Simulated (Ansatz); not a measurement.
A run of Ansatz 0.2.0 is set up as follows.

Contents of input.yaml:

```yaml
crystal:
  lattice:
    - [0.0, 2.2535006075, 2.2535006075]
    - [2.2535006075, 0.0, 2.2535006075]
    - [2.2535006075, 2.2535006075, 0.0]
  atoms:
    - { symbol: Ga, position: [0.0, 0.0, 0.0] }
    - { symbol: "N", position: [0.25, 0.25, 0.25] }
hamiltonian:
  xc: r2scan
  pseudopotentials: { kind: paw }
kpoints:
  mp_grid: { grid: [10, 10, 10] }
  band_path:
    path:
      - [[0.0, 0.0, 0.0], [0.5, 0.0, 0.5], [0.5, 0.25, 0.75], [0.375, 0.375, 0.75], [0.0, 0.0, 0.0], [0.5, 0.5, 0.5], [0.625, 0.25, 0.625], [0.5, 0.25, 0.75], [0.5, 0.5, 0.5], [0.375, 0.375, 0.75]]
      - [[0.625, 0.25, 0.625], [0.5, 0.0, 0.5]]
    npoints: 14
scf:
  occupations: { method: fermi_dirac, width: 0.05 }
  n_extra_bands: 6
output:
  forces: true
  stress: true
  eigenvalues: true
  fatbands: true
  write_density: true
  write_potential: true
  elf: true
  volumetric_format: npy
```

Potentials or basis: Ansatz PAW.

The run is started by

```sh
$ ansatz run input.yaml --threads 2 --pin off --max-ram 5632MiB --backend cpu --events-out ev --progress --plain --runs-dir out
```

Question: What does it give for the band gap on the k mesh?

Answer: 2.13 eV, direct.

Question: Estimate the pressure.

Answer: -1.2 GPa.

Levels at the corners of the path, in eV from the valence-band top:
| point | band 7 | band 8 | band 9 | band 10 | band 11 | band 12 |
| --- | --- | --- | --- | --- | --- | --- |
| Γ | 0.00 | 0.00 | 0.00 | 2.13 | 11.02 | 11.02 |
| X | -6.21 | -2.78 | -2.78 | 3.77 | 7.26 | 12.59 |
| W | -5.76 | -3.79 | -3.69 | 6.73 | 9.14 | 10.96 |
| K | -5.94 | -4.34 | -2.23 | 5.47 | 8.55 | 11.89 |
| Γ | 0.00 | 0.00 | 0.00 | 2.13 | 11.02 | 11.02 |
| L | -7.15 | -1.00 | -1.00 | 5.18 | 9.45 | 11.00 |
| U | -5.94 | -4.34 | -2.23 | 5.47 | 8.55 | 11.89 |
| W | -5.76 | -3.79 | -3.69 | 6.73 | 9.14 | 10.96 |
| L | -7.15 | -1.00 | -1.00 | 5.18 | 9.45 | 11.00 |
| K | -5.94 | -4.34 | -2.23 | 5.47 | 8.55 | 11.89 |
| U | -5.94 | -4.34 | -2.23 | 5.47 | 8.55 | 11.89 |
| X | -6.21 | -2.78 | -2.78 | 3.77 | 7.26 | 12.59 |

Caveat: the PAW data sets come from PBE, with cores solved anew for the run's functional, which leaves a small shift of forces and pressure.

**What was measured.**

From a printed reference work, textbook, for a bulk crystal of GaN at 0 K: band gap 3.299 eV (direct).

Measured gap of GaN: 3.299 eV (direct; 0 K; a printed reference work, textbook). This calculation gives 2.13 eV (-1.17 eV). Spin-orbit coupling on Ga is left out. The value is that of r2SCAN, without temperature or zero-point motion. The cell is a database's relaxed one, not the measured one, which moves gaps too.
